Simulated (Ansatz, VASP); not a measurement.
BiS3 in VASP and in Ansatz

```
Bi S
1.0
     6.49532    0.00000    0.00000
    -3.24766    5.62511    0.00000
     0.00000    0.00000    5.21350
Bi S
2 6
Direct
  0.33333 0.66667 0.25000
  0.66667 0.33333 0.75000
  0.83300 0.66600 0.25000
  0.16700 0.83300 0.75000
  0.33400 0.16700 0.25000
  0.16700 0.33400 0.75000
  0.83300 0.16700 0.25000
  0.66600 0.83300 0.75000
```

Alike in both runs: task single point; functional PBE; k mesh 3 × 3 × 4; occupations gaussian, width 0.1 eV; no spin polarisation.

|  | VASP | Ansatz |
| --- | --- | --- |
| version | VASP 6.6.1 | Ansatz 0.2.0 |
| potentials or method | VASP PAW PBE potentials, release 64 (Bi_d, S) | scalar-relativistic, plane waves, PAW |
| plane-wave cutoff (eV) | 520 | 420 |
| valence electrons in the cell | 66 | 66 |

```tsv
	VASP	Ansatz	Ansatz less VASP
gap on the k mesh at the Fermi level (eV)	none	none	-
pressure (GPa)	-8.8	-8.8	+0.06
largest component of the traceless stress (GPa)	0.08	0.10	+0.018
rms of the force components (eV/Å)	0.247	0.246	-0.0005
```

Atom by atom the forces differ by 0.001 eV/Å (rms over components). A gap of «none» marks a metal or a gap that the smearing closes.

Caveats: the k mesh is coarse (spacing up to 0.37 Å⁻¹), so the values aren't converged; spin-orbit coupling is left out, which moves the levels of the heavy elements.
